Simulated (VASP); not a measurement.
# KCl (Fm-3m) in VASP: further runs

KCl is run at these levels: PBE; tasks: single point.

All numbers are computed with VASP 6.6.1; they aren't measurements. Logs are shortened: lines on timing, memory, paths and dates and some standing lists are left out, and cuts for length are marked.

**The experiment to reproduce.**

A printed reference work, monograph reports, for a bulk crystal of KCl: band gap 8.68 eV.

The runs below are set against these values where they give the same quantity.

**1. The cell of the first run**

It takes space group Fm-3m (No. 225, cubic). Conventional cell: a = 6.312 Å, b = 6.312 Å, c = 6.312 Å, α = 90.00°, β = 90.00°, γ = 90.00°. K (site symmetry m-3m) has 6 Cl at 3.16 Å within 4.2 Å. Cl (site symmetry m-3m) has 6 K at 3.16 Å within 4.2 Å.

**2. Single point, PBE**

Input file INCAR:

```
  PREC = Accurate
  ENCUT = 520
  EDIFF = 1E-6
  ISMEAR = 1
  SIGMA = 0.15
  LREAL = F
  LASPH = T
  NELM = 80
  ALGO = Normal
  ISIF = 2
  LWAVE = F
  LCHARG = T
  GGA = PE
  LELF = T
  LVHAR = T
  NBANDS = 15
```

Input file KPOINTS:

```
Automatic mesh
0
Gamma
  7 7 7
```

Input file POSCAR:

```
KCl
1.0
    0.0000000000      3.1561000000      3.1561000000
    3.1561000000      0.0000000000      3.1561000000
    3.1561000000      3.1561000000      0.0000000000
K Cl
1 1
Direct
    0.0000000000      0.0000000000      0.0000000000
    0.5000000000      0.5000000000      0.5000000000
```

Potentials or basis: VASP PAW PBE potentials, release 64 (K_sv, Cl).

Launch:

```sh
cat potpaw_PBE.64/K_sv/POTCAR potpaw_PBE.64/Cl/POTCAR > POTCAR
mpirun -np 1 vasp_std > vasp.out
```

OUTCAR:

```text
PREC = Accurate
   ENCUT = 520
   EDIFF = 1E-6
   ISMEAR = 1
   LREAL = F
   LASPH = T
   NELM = 80
   ISIF = 2
   GGA = PE

 ion  position               nearest neighbor table
   1  0.000  0.000  0.000-   2 3.16   2 3.16   2 3.16   2 3.16   2 3.16   2 3.16
   2  0.500  0.500  0.500-   1 3.16   1 3.16   1 3.16   1 3.16   1 3.16   1 3.16

  LATTYP: Found a face centered cubic cell.
 ALAT       =     6.3122000000

  Lattice vectors:

 A1 = (   0.0000000000,   3.1561000000,   3.1561000000)
 A2 = (   3.1561000000,   0.0000000000,   3.1561000000)
 A3 = (   3.1561000000,   3.1561000000,   0.0000000000)

Analysis of symmetry for initial positions (statically):
=====================================================================
 Subroutine PRICEL returns:
 Original cell was already a primitive cell.

 Routine SETGRP: Setting up the symmetry group for a
 face centered cubic supercell.

 Subroutine GETGRP returns: Found 48 space group operations
 (whereof 48 operations were pure point group operations)
 out of a pool of 48 trial point group operations.

The static configuration has the point symmetry O_h .

Analysis of symmetry for dynamics (positions and initial velocities):
=====================================================================
 Subroutine PRICEL returns:
 Original cell was already a primitive cell.

 Routine SETGRP: Setting up the symmetry group for a
 face centered cubic supercell.

 Subroutine GETGRP returns: Found 48 space group operations
 (whereof 48 operations were pure point group operations)
 out of a pool of 48 trial point group operations.

The dynamic configuration has the point symmetry O_h .

 Subroutine INISYM returns: Found 48 space group operations
 (whereof 48 operations are pure point group operations),
 and found     1 'primitive' translations

----------------------------------------------------------------------------------------

                                     Primitive cell

  volume of cell :      62.8756

  direct lattice vectors                    reciprocal lattice vectors
     0.000000000  3.156100000  3.156100000    -0.158423371  0.158423371  0.158423371
     3.156100000  0.000000000  3.156100000     0.158423371 -0.158423371  0.158423371
     3.156100000  3.156100000  0.000000000     0.158423371  0.158423371 -0.158423371

  length of vectors
     4.463399424  4.463399424  4.463399424     0.274397327  0.274397327  0.274397327

[... 84 lines left out ...]
   TEBEG  =    0.0;   TEEND  =   0.0 temperature during run
   PSTRESS=    0.0 pullay stress
   NELECT =      16.0000    total number of electrons
   NUPDOWN=      -1.0000    fix difference up-down
   EMIN   =  10.00;   EMAX   =-10.00  energy-range for DOS
   EFERMI =   0.00;   METHOD = LEGACY
   ISMEAR =     1;   SIGMA  =   0.15  broadening in eV -4-tet -1-fermi 0-gaus
   EFERMI_NEDOS =   21; number of points for ismear=-14 and -15
   IALGO  =     38    algorithm
   IMIX   =      4    mixing-type and parameters
     AMIX     =   0.40;   BMIX     =  1.00
     AMIX_MAG =   1.60;   BMIX_MAG =  1.00
  volume/ion in A,a.u.               =      31.44       212.15
  Fermi-wavevector in a.u.,A,eV,Ry     =   1.037419  1.960437 14.643101  1.076238
  Thomas-Fermi vector in A             =   2.171856
   LORBIT       =      0    0 simple, 1 ext, 2 COOP (PROOUT), +10 PAW based schemes
   GGA     = PE    functional components
   LHFCALC =     F    Hartree Fock is set to
   AEXX    =    0.0000 exact exchange contribution
   IVDW    =     0    specifies the selected vdW correction
   LEPSILON=     F    determine dielectric tensor
   LRPA    =     F    only Hartree local field effects (RPA)
 non-spin polarized calculation
 Methfessel and Paxton  Order N= 1 SIGMA  =   0.15
  energy-cutoff  :      520.00
  volume of cell :       62.88
 maximum number of plane-waves:      1716
 NGX is ok and might be reduce to    36
   NGX = 17   NGY = 17   NGZ = 17

 number of electron      16.0000000 magnetization

 Free energy of the ion-electron system (eV)
  ---------------------------------------------------
  ext. energy  EPLUGINS =         0.00000000
  ---------------------------------------------------
  free energy    TOTEN  =        -6.80352789 eV

  energy without entropy =       -6.81533680  energy(sigma->0) =       -6.80746419

 E-fermi :  -1.8869     XC(G=0):  -7.5025

 val. band max:       -1.9346178682   @ k =   0.1429   0.1429   0.0000
 cond. band min:      -1.8817647114   @ k =   0.0000   0.0000   0.0000
 fundamental gap:      0.0528531567
 Fermi energy:        -1.8868857408

 k-point     1 :       0.0000    0.0000    0.0000
  band No.  band energies     occupation
      1     -29.0972      2.00000
      2     -13.9898      2.00000
      3     -12.5579      2.00000
      4     -12.5579      2.00000
      5     -12.5579      2.00000
      6      -1.8818      0.94225
      7      -1.8818      0.94225
      8      -1.8818      0.94225
      9       3.2761      0.00000
     10       6.4968      0.00000
     11       6.4968      0.00000
     12       6.4968      0.00000
     13       7.3685      0.00000
     14       7.3685      0.00000
[... 329 lines left out ...]
      2     -14.0011      2.00000
      3     -12.6587      2.00000
      4     -12.6241      2.00000
      5     -12.4694      2.00000
      6      -2.4537      2.00000
      7      -2.3814      2.00003
      8      -2.2396      2.00438
      9       5.8379      0.00000
     10       6.5310      0.00000
     11       7.6050      0.00000
     12       8.0035      0.00000
     13       9.4725      0.00000
     14       9.5585      0.00000
     15      10.3921      0.00000

------------------------ aborting loop because EDIFF is reached ----------------------------------------

  FORCE on cell =-STRESS in cart. coord.  units (eV):
  Direction    XX          YY          ZZ          XY          YZ          ZX
  --------------------------------------------------------------------------------------
  -------------------------------------------------------------------------------------
  Total        0.2205498      0.2205498      0.2205498      0.0000000      0.0000000      0.0000000
  in kB        5.6199826      5.6199826      5.6199826      0.0000000      0.0000000      0.0000000
  external PRESSURE =       5.6199826 kB  Pullay stress =       0.0000000 kB

 VOLUME and BASIS-vectors are now :
 -----------------------------------------------------------------------------
  energy-cutoff  :      520.00
  volume of cell :       62.88
      direct lattice vectors                 reciprocal lattice vectors
     0.000000000  3.156100000  3.156100000    -0.158423371  0.158423371  0.158423371
     3.156100000  0.000000000  3.156100000     0.158423371 -0.158423371  0.158423371
     3.156100000  3.156100000  0.000000000     0.158423371  0.158423371 -0.158423371

 POSITION                                       TOTAL-FORCE (eV/Angst)
 -----------------------------------------------------------------------------------
      0.00000      0.00000      0.00000         0.000000      0.000000     -0.000000
      3.15610      3.15610      3.15610        -0.000000     -0.000000      0.000000
 -----------------------------------------------------------------------------------
    total drift:                                0.000000      0.000000      0.000000

  FREE ENERGIE OF THE ION-ELECTRON SYSTEM (eV)
  ---------------------------------------------------
  free  energy   TOTEN  =        -6.8035278933 eV

  energy  without entropy=       -6.8153367972  energy(sigma->0) =       -6.80746419
```

OSZICAR:

```text
N       E                     dE             d eps       ncg     rms          rms(c)
DAV:   1     0.103806329144E+03    0.10381E+03   -0.71029E+03   600   0.958E+02
DAV:   2    -0.536034001636E+00   -0.10434E+03   -0.95392E+02   741   0.236E+02
DAV:   3    -0.684837505652E+01   -0.63123E+01   -0.62801E+01   838   0.527E+01
DAV:   4    -0.709331387651E+01   -0.24494E+00   -0.24488E+00   902   0.931E+00
DAV:   5    -0.709504590006E+01   -0.17320E-02   -0.17320E-02   838   0.910E-01    0.328E+00
DAV:   6    -0.680510871970E+01    0.28994E+00   -0.41785E-01   761   0.325E+00    0.268E+00
DAV:   7    -0.678999281583E+01    0.15116E-01   -0.10148E-01   824   0.181E+00    0.155E+00
DAV:   8    -0.680216682355E+01   -0.12174E-01   -0.15675E-02   728   0.942E-01    0.175E-01
DAV:   9    -0.680294360781E+01   -0.77678E-03   -0.93427E-04   817   0.194E-01    0.972E-02
DAV:  10    -0.680352022997E+01   -0.57662E-03   -0.60987E-04   628   0.154E-01    0.209E-02
DAV:  11    -0.680352486561E+01   -0.46356E-05   -0.24656E-05   850   0.276E-02    0.725E-03
DAV:  12    -0.680352759396E+01   -0.27283E-05   -0.36063E-06   669   0.133E-02    0.484E-03
DAV:  13    -0.680352789333E+01   -0.29937E-06   -0.56136E-07   629   0.415E-03
   1 F= -.68035279E+01 E0= -.68074642E+01  d E =0.118089E-01
```

stdout:

```text
POSCAR found type information on POSCAR K Cl
 POSCAR found :  2 types and       2 ions
 scaLAPACK will be used
 LDA part: xc-table for (Slater+PW92), standard interpolation
 POSCAR, INCAR and KPOINTS ok, starting setup
 FFT: planning ... GRIDC
 FFT: planning ... GRID_SOFT
 FFT: planning ... GRID
 WAVECAR not read
 entering main loop
```

It took 19 s on 1 thread of AMD EPYC 7R13 (Zen 3), shared host; peak memory 0.17 GiB.

What came out:

| Item | Value |
| --- | --- |
| Free energy | -6.8035 eV |
| Pressure | 0.6 GPa |
| Band gap on the k mesh | 5.16 eV |

Levels at points of the mesh, in eV from the valence-band top:
```
           k point  band 4  band 5  band 6  band 7  band 8  band 9  band 10  band 11  band 12  band 13
(0.00, 0.00, 0.00)  -10.68  -10.68    0.00    0.00    0.00    5.16     8.38     8.38     8.38     9.25
```

Caveat: an odd mesh through Γ misses points on the zone boundary, where band edges can lie.

**3. Single point, PBE**

Input file INCAR:

```
SYSTEM = KCl
PREC = Accurate
ENCUT = 520
EDIFF = 1E-6
ISMEAR = -1
SIGMA = 0.01
LREAL = .False.
LASPH = .True.
NELM = 100
ALGO = Normal
ISIF = 2
LWAVE = .False.
LCHARG = .False.
GGA = PE
NBANDS = 15
```

Input file KPOINTS:

```
regular mesh
0
Gamma
  7 7 7
  0 0 0
```

POSCAR is that of step 2.

Potentials or basis: VASP PAW PBE potentials, release 64 (K_sv, Cl).

Launch:

```sh
cat potpaw_PBE.64/K_sv/POTCAR potpaw_PBE.64/Cl/POTCAR > POTCAR
mpirun -np 1 vasp_std > vasp.out
```

Run time: 17 s. Hardware: 1 thread of AMD EPYC 7R13 (Zen 3), shared host; peak memory 0.17 GiB.

It converged, with:

* Free energy: -6.8065 eV
* Pressure: 0.6 GPa
* Band gap on the k mesh: 5.16 eV

Levels at points of the mesh, in eV from the valence-band top:
```tsv
k point	band 4	band 5	band 6	band 7	band 8	band 9	band 10	band 11	band 12	band 13
(0.00, 0.00, 0.00)	-10.68	-10.68	0.00	0.00	0.00	5.16	8.38	8.38	8.38	9.25
```

Caveat: an odd mesh through Γ misses points on the zone boundary, where band edges can lie.

**4. Single point, PBE**

Input file INCAR:

```
  ALGO = Normal
  EDIFF = 1E-6
  ENCUT = 520
  GGA = PE
  ISIF = 2
  ISMEAR = 0
  LASPH = True
  LCHARG = True
  LELF = True
  LREAL = False
  LVHAR = True
  LWAVE = False
  NBANDS = 15
  NELM = 80
  PREC = Accurate
  SIGMA = 0.05
```

Input file KPOINTS:

```
k-points
0
Gamma
  7 7 7
```

POSCAR is that of step 3.

Launch:

```sh
cat potpaw_PBE.64/K_sv/POTCAR potpaw_PBE.64/Cl/POTCAR > POTCAR
mpirun -np 1 vasp_std > vasp.out
```

Wall time 19 s (1 thread of AMD EPYC 7R13 (Zen 3), shared host); peak memory 0.17 GiB.

The run converged. Its results:

```
Free energy            : -6.8065 eV
Pressure               : 0.6 GPa
Band gap on the k mesh : 5.16 eV
```

Levels at points of the mesh, in eV from the valence-band top:
| k point | band 4 | band 5 | band 6 | band 7 | band 8 | band 9 | band 10 | band 11 | band 12 | band 13 |
| --- | --- | --- | --- | --- | --- | --- | --- | --- | --- | --- |
| (0.00, 0.00, 0.00) | -10.68 | -10.68 | 0.00 | 0.00 | 0.00 | 5.16 | 8.38 | 8.38 | 8.38 | 9.25 |

Caveat: an odd mesh through Γ misses points on the zone boundary, where band edges can lie.

**5. Single point, PBE**

Input file INCAR:

```
  PREC = Accurate
  ENCUT = 520
  EDIFF = 1E-7
  ISMEAR = -1
  SIGMA = 0.28
  LREAL = False
  LASPH = True
  NELM = 100
  ALGO = Normal
  ISIF = 2
  LWAVE = False
  LCHARG = False
  GGA = PE
  NBANDS = 15
```

Input file KPOINTS:

```
regular mesh
0
Gamma
  7 7 7
```

POSCAR is that of step 4.

Launch:

```sh
cat potpaw_PBE.64/K_sv/POTCAR potpaw_PBE.64/Cl/POTCAR > POTCAR
mpirun -np 1 vasp_std > vasp.out
```

It took 21 s on 1 thread of AMD EPYC 7R13 (Zen 3), shared host; peak memory 0.17 GiB.

The run converged. Its results:

```
Free energy            : -6.8065 eV
Pressure               : 0.6 GPa
Band gap on the k mesh : 5.16 eV
```

Levels at points of the mesh, in eV from the valence-band top:
```
           k point  band 6  band 7  band 8  band 9  band 10  band 11
(0.00, 0.00, 0.00)    0.00    0.00    0.00    5.16     8.38     8.38
```

Caveat: so wide a smearing shifts energies and pressures; an odd mesh through Γ misses points on the zone boundary, where band edges can lie.

**6. Single point, PBE**

Input file INCAR:

```
PREC = Accurate
ENCUT = 520
EDIFF = 1E-6
ISMEAR = -5
SIGMA = 0.1
LREAL = F
LASPH = T
NELM = 100
ALGO = Normal
ISIF = 2
LWAVE = F
LCHARG = F
GGA = PE
NBANDS = 15
```

KPOINTS is that of step 5.

POSCAR is that of step 5.

Potentials or basis: VASP PAW PBE potentials, release 64 (K_sv, Cl).

Launch:

```sh
cat potpaw_PBE.64/K_sv/POTCAR potpaw_PBE.64/Cl/POTCAR > POTCAR
mpirun -np 1 vasp_std > vasp.out
```

Run time: 18 s. Hardware: 1 thread of AMD EPYC 7R13 (Zen 3), shared host; peak memory 0.17 GiB.

The run converged. Its results:

* Free energy: -6.8065 eV
* Pressure: 0.6 GPa
* Band gap on the k mesh: 5.16 eV

Levels at points of the mesh, in eV from the valence-band top:
| k point | band 4 | band 5 | band 6 | band 7 | band 8 | band 9 | band 10 | band 11 | band 12 | band 13 |
| --- | --- | --- | --- | --- | --- | --- | --- | --- | --- | --- |
| (0.00, 0.00, 0.00) | -10.68 | -10.68 | 0.00 | 0.00 | 0.00 | 5.16 | 8.38 | 8.38 | 8.38 | 9.25 |

Caveat: an odd mesh through Γ misses points on the zone boundary, where band edges can lie.

**7. Summary**

```tsv
smearing	gap on the mesh (eV)	pressure (GPa)
methfessel-paxton 0.15 eV	5.16	0.6
fermi-dirac 0.01 eV	5.16	0.6
gaussian 0.05 eV	5.16	0.6
fermi-dirac 0.28 eV	5.16	0.6
tetrahedron	5.16	0.6
```

Alike in all rows: task single point; level PBE; potentials or basis VASP PAW PBE potentials, release 64 (K_sv, Cl); no spin polarisation; cell as given; k mesh 7 × 7 × 7; cutoff (eV) 520.

Caveats: an odd mesh through Γ misses points on the zone boundary, where band edges can lie; so wide a smearing shifts energies and pressures (at least some runs).

Total energies depend on the potentials used, so only differences within one code and one set of settings carry meaning.

**8. Against experiment**

Step 2. A measured gap of KCl is 8.68 eV (a printed reference work, monograph); the calculated 5.16 eV misses it by -3.52 eV. The value is that of PBE on a finite k mesh, which can miss the band edges, without temperature or zero-point motion. Semilocal functionals fall short of measured gaps as a rule.

Step 3. Measured gap of KCl: 8.68 eV (a printed reference work, monograph). This calculation gives 5.16 eV (-3.52 eV). The value is that of PBE on a finite k mesh, which can miss the band edges, without temperature or zero-point motion. Semilocal functionals fall short of measured gaps as a rule.

Step 4. A measured gap of KCl is 8.68 eV (a printed reference work, monograph); the calculated 5.16 eV misses it by -3.52 eV. The value is that of PBE on a finite k mesh, which can miss the band edges, without temperature or zero-point motion. Semilocal functionals fall short of measured gaps as a rule.

Step 5. Against the measured gap of KCl, 8.68 eV (a printed reference work, monograph), the calculated 5.16 eV is off by -3.52 eV. The value is that of PBE on a finite k mesh, which can miss the band edges, without temperature or zero-point motion. Semilocal functionals fall short of measured gaps as a rule.

Step 6. A measured gap of KCl is 8.68 eV (a printed reference work, monograph); the calculated 5.16 eV misses it by -3.52 eV. The value is that of PBE on a finite k mesh, which can miss the band edges, without temperature or zero-point motion. Semilocal functionals fall short of measured gaps as a rule.

The gap in the log of VASP goes by the Fermi energy; the results here count the filled bands.